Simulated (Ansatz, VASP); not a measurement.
AlCo in VASP and in Ansatz

```
CELL_PARAMETERS angstrom
2.82288 0.00000 0.00000
0.00000 2.82288 0.00000
0.00000 0.00000 2.82288
ATOMIC_POSITIONS crystal
Al 0.50000 0.50000 0.50000
Co 0.00000 0.00000 0.00000
```

Alike in both runs: functional PBEsol; k mesh 14 × 14 × 14; occupations gaussian, width 0.1 eV; no spin polarisation.

Ansatz relaxed the structure, and its values are those at the end. VASP's run is a single point on that final structure, the one shown.

```csv
,VASP,Ansatz
version,VASP 6.6.1,Ansatz 0.2.0
potentials or method,"VASP PAW PBE potentials, release 64 (Al, Co)","scalar-relativistic, plane waves, PAW"
plane-wave cutoff (eV),520,420
valence electrons in the cell,12,20
```

```csv
,VASP,Ansatz,Ansatz less VASP
gap on the k mesh at the Fermi level (eV),none,none,-
pressure (GPa),0.0,-0.1,-0.09
```

A gap of «none» marks a metal or a gap that the smearing closes. The functional is the same, so the differences come from potentials, cutoffs and numerics. The two sets of potentials don't hold the same shells in valence.

Caveats: the PAW data sets were made with another functional, which shifts forces and pressure a little (VASP). Spin polarisation is off, so any magnetic state and its effect on volume and gap are missing.
